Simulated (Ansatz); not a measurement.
Start from BaSnO3 in the cubic perovskite structure (space group Pm-3m, No. 221; a = 4.1313 Å).

Perturbation: a hydrostatic pressure of 60 GPa.

Levels (all Ansatz, a quantum-chemistry and plane-wave program, PAW): r2SCAN (500 eV, spin-orbit coupling left out); HSE06 (420 eV, scalar-relativistic without spin-orbit coupling).

The geometry is relaxed with r2SCAN.

| Item | Value |
|---|---|
| r2SCAN band gap | 4.85 eV |

Question: Predict the band gap from HSE06.

Answer: The band gap grows by 0.98 eV (4.85 eV → 5.83 eV).

Single points use the geometry relaxed with r2SCAN. Their cutoffs differ, which shifts pressures a little. HSE06 was sampled on its mesh, a few special points and the semilocal edge points, so its gap is an upper bound. Load acts through the strain it causes; cell and atoms are relaxed under it. No phonon test of stability was made. No other phases were tried under pressure.
